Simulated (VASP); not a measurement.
# TiAl (Pm-3m) in VASP: a series of runs

The runs below take TiAl through single point, with PBEsol, PBE.

Everything below comes from runs of VASP 6.6.1. Logs are shortened: lines on timing, memory, paths and dates and some standing lists are left out, and cuts for length are marked.

## Step 1: The crystal as given

It takes space group Pm-3m (No. 221, cubic). Conventional cell: a = 3.179 Å, b = 3.179 Å, c = 3.179 Å, α = 90.00°, β = 90.00°, γ = 90.00°. Ti (site symmetry m-3m) is surrounded by 8 Al at 2.75 Å. Al (site symmetry m-3m) is surrounded by 8 Ti at 2.75 Å.

The cell comes from a database or a generator and needn't be the stable form of this composition.

## Step 2: Single point, PBEsol

File INCAR:

```
ALGO = Normal
EDIFF = 1E-7
ENCUT = 520
GGA = PS
ISIF = 2
ISMEAR = -1
LASPH = T
LCHARG = T
LELF = T
LREAL = F
LVHAR = T
LWAVE = F
NBANDS = 14
NELM = 100
PREC = Accurate
SIGMA = 0.05
```

File KPOINTS:

```
k-points
0
Gamma
  8 8 8
```

File POSCAR:

```
TiAl
1.0
    3.1790640000      0.0000000000      0.0000000000
    0.0000000000      3.1790640000      0.0000000000
    0.0000000000      0.0000000000      3.1790640000
Ti Al
1 1
Direct
    0.0000000000      0.0000000000      0.0000000000
    0.5000000000      0.5000000000      0.5000000000
```

Potentials or basis: VASP PAW PBE potentials, release 64 (Ti_sv, Al).

Started as:

```
cat potpaw_PBE.64/Ti_sv/POTCAR potpaw_PBE.64/Al/POTCAR > POTCAR
mpirun -np 1 vasp_std > vasp.out
```

OUTCAR:

```text
EDIFF = 1E-7
   ENCUT = 520
   GGA = PS
   ISIF = 2
   ISMEAR = -1
   LASPH = T
   LREAL = F
   NELM = 100
   PREC = Accurate

 ion  position               nearest neighbor table
   1  0.000  0.000  0.000-   2 2.75   2 2.75   2 2.75   2 2.75   2 2.75   2 2.75   2 2.75   2 2.75

   2  0.500  0.500  0.500-   1 2.75   1 2.75   1 2.75   1 2.75   1 2.75   1 2.75   1 2.75   1 2.75

  LATTYP: Found a simple cubic cell.
 ALAT       =     3.1790640000

  Lattice vectors:

 A1 = (   3.1790640000,   0.0000000000,   0.0000000000)
 A2 = (   0.0000000000,   3.1790640000,   0.0000000000)
 A3 = (   0.0000000000,   0.0000000000,   3.1790640000)

Analysis of symmetry for initial positions (statically):
=====================================================================
 Subroutine PRICEL returns:
 Original cell was already a primitive cell.

 Routine SETGRP: Setting up the symmetry group for a
 simple cubic supercell.

 Subroutine GETGRP returns: Found 48 space group operations
 (whereof 48 operations were pure point group operations)
 out of a pool of 48 trial point group operations.

The static configuration has the point symmetry O_h .

Analysis of symmetry for dynamics (positions and initial velocities):
=====================================================================
 Subroutine PRICEL returns:
 Original cell was already a primitive cell.

 Routine SETGRP: Setting up the symmetry group for a
 simple cubic supercell.

 Subroutine GETGRP returns: Found 48 space group operations
 (whereof 48 operations were pure point group operations)
 out of a pool of 48 trial point group operations.

The dynamic configuration has the point symmetry O_h .

 Subroutine INISYM returns: Found 48 space group operations
 (whereof 48 operations are pure point group operations),
 and found     1 'primitive' translations

----------------------------------------------------------------------------------------

                                     Primitive cell

  volume of cell :      32.1290

  direct lattice vectors                    reciprocal lattice vectors
     3.179064000  0.000000000  0.000000000     0.314557996  0.000000000  0.000000000
     0.000000000  3.179064000  0.000000000     0.000000000  0.314557996  0.000000000
     0.000000000  0.000000000  3.179064000     0.000000000  0.000000000  0.314557996

  length of vectors
[... 90 lines left out ...]
   POTIM  = 0.5000    time-step for ionic-motion
   TEBEG  =    0.0;   TEEND  =   0.0 temperature during run
   PSTRESS=    0.0 pullay stress
   NELECT =      15.0000    total number of electrons
   NUPDOWN=      -1.0000    fix difference up-down
   EMIN   =  10.00;   EMAX   =-10.00  energy-range for DOS
   EFERMI =   0.00;   METHOD = LEGACY
   ISMEAR =    -1;   SIGMA  =   0.05  broadening in eV -4-tet -1-fermi 0-gaus
   EFERMI_NEDOS =   21; number of points for ismear=-14 and -15
   IALGO  =     38    algorithm
   IMIX   =      4    mixing-type and parameters
     AMIX     =   0.40;   BMIX     =  1.00
     AMIX_MAG =   1.60;   BMIX_MAG =  1.00
  volume/ion in A,a.u.               =      16.06       108.41
  Fermi-wavevector in a.u.,A,eV,Ry     =   1.270007  2.399964 21.945065  1.612917
  Thomas-Fermi vector in A             =   2.403017
   LORBIT       =      0    0 simple, 1 ext, 2 COOP (PROOUT), +10 PAW based schemes
   GGA     = PS    functional components
   LHFCALC =     F    Hartree Fock is set to
   AEXX    =    0.0000 exact exchange contribution
   IVDW    =     0    specifies the selected vdW correction
   LEPSILON=     F    determine dielectric tensor
   LRPA    =     F    only Hartree local field effects (RPA)
 non-spin polarized calculation
  energy-cutoff  :      520.00
  volume of cell :       32.13
 maximum number of plane-waves:       912
 NGX is ok and might be reduce to    24
   NGX = 11   NGY = 11   NGZ = 11

 number of electron      14.9999994 magnetization

 Free energy of the ion-electron system (eV)
  ---------------------------------------------------
  ext. energy  EPLUGINS =         0.00000000
  ---------------------------------------------------
  free energy    TOTEN  =       -12.96864990 eV

  energy without entropy =      -12.94525700  energy(sigma->0) =      -12.95695345

 E-fermi :   8.6711     XC(G=0): -11.1896

 val. band max:        8.6415594748   @ k =   0.3750   0.1250   0.1250
 cond. band min:       8.6732333243   @ k =   0.3750   0.3750   0.2500
 fundamental gap:      0.0316738495
 Fermi energy:         8.6710597593

 k-point     1 :       0.0000    0.0000    0.0000
  band No.  band energies     occupation
      1     -47.9895      2.00000
      2     -24.2911      2.00000
      3     -24.2911      2.00000
      4     -24.2911      2.00000
      5      -0.5814      2.00000
      6       7.2400      2.00000
      7       7.2400      2.00000
      8      10.4632      0.00000
      9      10.4632      0.00000
     10      10.4632      0.00000
     11      13.0930      0.00000
     12      13.0930      0.00000
     13      13.0930      0.00000
     14      17.5206      0.00000
[... 377 lines left out ...]
      1     -47.9597      2.00000
      2     -24.4404      2.00000
      3     -24.4131      2.00000
      4     -24.2862      2.00000
      5       3.6343      2.00000
      6       5.6716      2.00000
      7       6.7208      2.00000
      8       8.0938      1.99998
      9       9.5580      0.00000
     10       9.5806      0.00000
     11      11.5395      0.00000
     12      13.3605      0.00000
     13      13.7718      0.00000
     14      16.1072      0.00000

 [... further k-points ...]

------------------------ aborting loop because EDIFF is reached ----------------------------------------

  FORCE on cell =-STRESS in cart. coord.  units (eV):
  Direction    XX          YY          ZZ          XY          YZ          ZX
  --------------------------------------------------------------------------------------
  -------------------------------------------------------------------------------------
  Total       -0.4654289     -0.4654289     -0.4654289      0.0000000      0.0000000     -0.0000000
  in kB      -23.2095162    -23.2095162    -23.2095162      0.0000000      0.0000000     -0.0000000
  external PRESSURE =     -23.2095162 kB  Pullay stress =       0.0000000 kB

 VOLUME and BASIS-vectors are now :
 -----------------------------------------------------------------------------
  energy-cutoff  :      520.00
  volume of cell :       32.13
      direct lattice vectors                 reciprocal lattice vectors
     3.179064000  0.000000000  0.000000000     0.314557996  0.000000000  0.000000000
     0.000000000  3.179064000  0.000000000     0.000000000  0.314557996  0.000000000
     0.000000000  0.000000000  3.179064000     0.000000000  0.000000000  0.314557996

 POSITION                                       TOTAL-FORCE (eV/Angst)
 -----------------------------------------------------------------------------------
      0.00000      0.00000      0.00000         0.000000      0.000000      0.000000
      1.58953      1.58953      1.58953         0.000000      0.000000      0.000000
 -----------------------------------------------------------------------------------
    total drift:                                0.000000      0.000000      0.000000

  FREE ENERGIE OF THE ION-ELECTRON SYSTEM (eV)
  ---------------------------------------------------
  free  energy   TOTEN  =       -12.9686499050 eV

  energy  without entropy=      -12.9452569953  energy(sigma->0) =      -12.95695345
```

OSZICAR:

```text
N       E                     dE             d eps       ncg     rms          rms(c)
DAV:   1     0.100041913897E+03    0.10004E+03   -0.71795E+03   986   0.107E+03
DAV:   2    -0.903440550590E+01   -0.10908E+03   -0.10511E+03  1040   0.304E+02
DAV:   3    -0.145494576138E+02   -0.55151E+01   -0.53450E+01  1418   0.656E+01
DAV:   4    -0.147324747184E+02   -0.18302E+00   -0.18247E+00  1162   0.105E+01
DAV:   5    -0.147389780845E+02   -0.65034E-02   -0.65030E-02  1388   0.189E+00    0.101E+01
DAV:   6    -0.130583159171E+02    0.16807E+01   -0.54169E+00  1102   0.317E+01    0.286E+00
DAV:   7    -0.129827022041E+02    0.75614E-01   -0.45841E-01  1102   0.893E+00    0.176E+00
DAV:   8    -0.129717110561E+02    0.10991E-01   -0.60097E-02  1262   0.245E+00    0.598E-01
DAV:   9    -0.129685144418E+02    0.31966E-02   -0.11102E-02  1134   0.146E+00    0.179E-01
DAV:  10    -0.129686540482E+02   -0.13961E-03   -0.35427E-04  1114   0.201E-01    0.673E-02
DAV:  11    -0.129686505912E+02    0.34570E-05   -0.16691E-04  1424   0.128E-01    0.101E-02
DAV:  12    -0.129686503339E+02    0.25728E-06   -0.45994E-06  1116   0.203E-02    0.795E-03
DAV:  13    -0.129686499082E+02    0.42573E-06   -0.94599E-07  1444   0.674E-03    0.220E-03
DAV:  14    -0.129686499050E+02    0.32160E-08   -0.49868E-08   678   0.192E-03
   1 F= -.12968650E+02 E0= -.12956953E+02  d E =-.233929E-01
```

stdout:

```text
POSCAR found type information on POSCAR TiAl
 POSCAR found :  2 types and       2 ions
 scaLAPACK will be used
 -----------------------------------------------------------------------------
|                                                                             |
|                                                                             |
|     You enforced a specific xc type in the INCAR file but a different       |
|     I HOPE YOU KNOW WHAT YOU ARE DOING!                                     |
|                                                                             |
 -----------------------------------------------------------------------------

 LDA part: xc-table for (Slater+PW92), standard interpolation
 POSCAR, INCAR and KPOINTS ok, starting setup
 FFT: planning ... GRIDC
 FFT: planning ... GRID_SOFT
 FFT: planning ... GRID
 WAVECAR not read
 entering main loop
```

Run time: 5 s. Hardware: 1 thread of Intel Xeon 6975P-C (Granite Rapids), shared host; peak memory 0.14 GiB.

What came out:

```yaml
Free_energy: -12.9686 eV
Pressure: -2.3 GPa
Band_gap_on_the_k_mesh: none (metal or under the smearing width)
```

Levels at points of the mesh, in eV from the Fermi level:
```tsv
k point	band 3	band 4	band 5	band 6	band 7	band 8	band 9	band 10	band 11	band 12
(0.00, 0.00, 0.00)	-32.96	-32.96	-9.25	-1.43	-1.43	1.79	1.79	1.79	4.42	4.42
(0.50, 0.00, 0.00)	-32.95	-32.95	-6.01	-5.18	-0.54	0.14	0.14	2.00	3.01	6.54
(0.50, 0.50, 0.00)	-33.11	-32.93	-5.00	-2.08	-2.08	-1.47	0.70	0.70	2.76	4.70
(0.50, 0.50, 0.50)	-33.09	-33.09	-3.09	-3.09	-3.09	0.66	2.82	2.82	2.91	2.91
```

Caveat: the PAW data sets were made with another functional, which shifts forces and pressure a little.

## Step 3: Single point, PBEsol (atoms moved at random, drawn with an rms of 0.05 Å)

INCAR is that of step 2.

KPOINTS is that of step 2.

File POSCAR:

```
TiAl
1.0
    3.1790640000      0.0000000000      0.0000000000
    0.0000000000      3.1790640000      0.0000000000
    0.0000000000      0.0000000000      3.1790640000
Ti Al
1 1
Direct
   -0.0011440000      0.0075800000      0.0017040000
    0.5093050000      0.5064700000      0.5006210000
```

Potentials or basis: VASP PAW PBE potentials, release 64 (Ti_sv, Al).

Started as:

```
cat potpaw_PBE.64/Ti_sv/POTCAR potpaw_PBE.64/Al/POTCAR > POTCAR
mpirun -np 1 vasp_std > vasp.out
```

OUTCAR:

```text
EDIFF = 1E-7
   ENCUT = 520
   GGA = PS
   ISIF = 2
   ISMEAR = -1
   LASPH = T
   LREAL = F
   NELM = 100
   PREC = Accurate

 ion  position               nearest neighbor table
   1  0.999  0.008  0.002-   2 2.73   2 2.73   2 2.73   2 2.74   2 2.77   2 2.77   2 2.77   2 2.78

   2  0.509  0.506  0.501-   1 2.73   1 2.73   1 2.73   1 2.74   1 2.77   1 2.77   1 2.77   1 2.78

  LATTYP: Found a simple cubic cell.
 ALAT       =     3.1790640000

  Lattice vectors:

 A1 = (   3.1790640000,   0.0000000000,   0.0000000000)
 A2 = (   0.0000000000,   3.1790640000,   0.0000000000)
 A3 = (   0.0000000000,   0.0000000000,   3.1790640000)

Analysis of symmetry for initial positions (statically):
=====================================================================
 Subroutine PRICEL returns:
 Original cell was already a primitive cell.

 Routine SETGRP: Setting up the symmetry group for a
 simple cubic supercell.

 Subroutine GETGRP returns: Found  1 space group operations
 (whereof  1 operations were pure point group operations)
[... 176 lines left out ...]
      4     -24.2911      2.00000
      5      -0.5812      2.00000
      6       7.2388      2.00000
      7       7.2389      2.00000
      8      10.4618      0.00000
      9      10.4624      0.00000
     10      10.4626      0.00000
     11      13.0944      0.00000
     12      13.0944      0.00000
     13      13.0965      0.00000
     14      17.5212      0.00000
[... 377 lines left out ...]
      1     -47.9797      2.00000
      2     -24.3756      2.00000
      3     -24.3085      2.00000
      4     -24.2812      2.00000
      5       0.6190      2.00000
      6       6.4481      2.00000
      7       7.5334      2.00000
      8       9.0974      0.00039
      9       9.4857      0.00000
     10      10.3025      0.00000
     11      11.7026      0.00000
     12      13.7540      0.00000
     13      15.2720      0.00000
     14      16.9136      0.00000

 [... further k-points ...]

------------------------ aborting loop because EDIFF is reached ----------------------------------------

  FORCE on cell =-STRESS in cart. coord.  units (eV):
  Direction    XX          YY          ZZ          XY          YZ          ZX
  --------------------------------------------------------------------------------------
  -------------------------------------------------------------------------------------
  Total       -0.4637918     -0.4540530     -0.4538284     -0.0018716      0.0002074     -0.0018159
  in kB      -23.1278805    -22.6422381    -22.6310352     -0.0933322      0.0103407     -0.0905549
  external PRESSURE =     -22.8003846 kB  Pullay stress =       0.0000000 kB

 VOLUME and BASIS-vectors are now :
 -----------------------------------------------------------------------------
  energy-cutoff  :      520.00
  volume of cell :       32.13
      direct lattice vectors                 reciprocal lattice vectors
     3.179064000  0.000000000  0.000000000     0.314557996  0.000000000  0.000000000
     0.000000000  3.179064000  0.000000000     0.000000000  0.314557996  0.000000000
     0.000000000  0.000000000  3.179064000     0.000000000  0.000000000  0.314557996

 POSITION                                       TOTAL-FORCE (eV/Angst)
 -----------------------------------------------------------------------------------
      3.17543      0.02410      0.00542         0.205757     -0.021876     -0.021334
      1.61911      1.61010      1.59151        -0.205757      0.021876      0.021334
 -----------------------------------------------------------------------------------
    total drift:                               -0.000101      0.000084      0.000111

  FREE ENERGIE OF THE ION-ELECTRON SYSTEM (eV)
  ---------------------------------------------------
  free  energy   TOTEN  =       -12.9651557943 eV

  energy  without entropy=      -12.9417594625  energy(sigma->0) =      -12.95345763
```

OSZICAR:

```text
N       E                     dE             d eps       ncg     rms          rms(c)
DAV:   1     0.989479299005E+02    0.98948E+02   -0.70753E+03  7292   0.110E+03
DAV:   2    -0.905227460474E+01   -0.10800E+03   -0.10404E+03  7496   0.301E+02
DAV:   3    -0.145736484698E+02   -0.55214E+01   -0.53465E+01 11246   0.647E+01
DAV:   4    -0.147293175416E+02   -0.15567E+00   -0.15514E+00  8176   0.954E+00
DAV:   5    -0.147349437873E+02   -0.56262E-02   -0.56242E-02 10774   0.173E+00    0.101E+01
DAV:   6    -0.130549902086E+02    0.16800E+01   -0.54032E+00  8212   0.317E+01    0.286E+00
DAV:   7    -0.129792052590E+02    0.75785E-01   -0.45357E-01  8194   0.892E+00    0.176E+00
DAV:   8    -0.129681975711E+02    0.11008E-01   -0.60020E-02  9494   0.245E+00    0.594E-01
DAV:   9    -0.129650202862E+02    0.31773E-02   -0.11074E-02  8604   0.146E+00    0.177E-01
DAV:  10    -0.129651585908E+02   -0.13830E-03   -0.35715E-04  8316   0.201E-01    0.677E-02
DAV:  11    -0.129651564912E+02    0.20996E-05   -0.16147E-04 10178   0.126E-01    0.101E-02
DAV:  12    -0.129651560404E+02    0.45084E-06   -0.48981E-06  8318   0.216E-02    0.700E-03
DAV:  13    -0.129651557963E+02    0.24401E-06   -0.60426E-07  9672   0.720E-03    0.168E-03
DAV:  14    -0.129651557943E+02    0.20971E-08   -0.25231E-08  4526   0.139E-03
   1 F= -.12965156E+02 E0= -.12953458E+02  d E =-.233963E-01
```

Run time: 25 s. Hardware: 1 thread of Intel Xeon 6975P-C (Granite Rapids), shared host; peak memory 0.24 GiB.

Results:

* Free energy: -12.9652 eV
* Pressure: -2.3 GPa
* Largest force: 0.208 eV/Å
* Band gap on the k mesh: none (metal or under the smearing width)

Forces on the atoms (eV/Å):
```
Ti   0.206 -0.022 -0.021
Al  -0.206  0.022  0.021
```

Caveat: the PAW data sets were made with another functional, which shifts forces and pressure a little.

(Continued in part 2 of 2.)
